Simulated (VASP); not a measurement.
Write the native input for VASP 6.6.1 that does the following.

```
Task                   : electron localisation function
Functional             : PBE
Potentials or basis    : VASP PAW PBE potentials, release 64 (Cu, O)
Cutoff                 : 520 eV
k mesh                 : 10 × 10 × 5
Occupations            : gaussian, width 0.02 eV
Spin                   : no spin polarisation
Further INCAR settings : ALGO = Fast; EDIFF = 1e-06
```

The structure of CuO (Tenorite) lies in POSCAR:

```
CuO
1.0
    2.3446500000     -1.7134000000      0.0000000000
    2.3446500000      1.7134000000      0.0000000000
   -0.8605543552      0.0000000000      5.0594363927
Cu O
2 2
Direct
    0.4968000000      0.0032000000      0.5000000000
    0.0032000000      0.4968000000      0.0000000000
    0.4056000000      0.5714000000      0.7537000000
    0.5714000000      0.4056000000      0.2537000000
```

One way to write it, as run:

INCAR

```
ALGO = Fast ; EDIFF = 1E-6
ENCUT = 520 ; GGA = PE
ISIF = 2 ; ISMEAR = 0
LASPH = True ; LCHARG = True
LELF = True ; LREAL = False
LWAVE = False ; NELM = 80
PREC = Accurate ; SIGMA = 0.02
```

KPOINTS

```
k-points
0
Gamma
  10 10 5
```

Potentials or basis: VASP PAW PBE potentials, release 64 (Cu, O).

Launch:

```bash
$ cat potpaw_PBE.64/Cu/POTCAR potpaw_PBE.64/O/POTCAR > POTCAR
$ mpirun -np 1 vasp_std > vasp.out
```

Results of the run:

| Quantity | Value |
| --- | --- |
| Pressure | 6.4 GPa |
| Largest force | 0.788 eV/Å |
| Band gap on the k mesh | none (metal or under the smearing width) |

Caveat: the run has no spin polarisation, though such a crystal can be magnetic; semilocal functionals often make such compounds metallic where correlation or magnetic order opens a gap, which also shifts bond lengths.

It took 46 s on 1 thread of Intel(R) Xeon(R) 6975P-C (Granite Rapids) (shared host), peak memory 0.23 GiB.
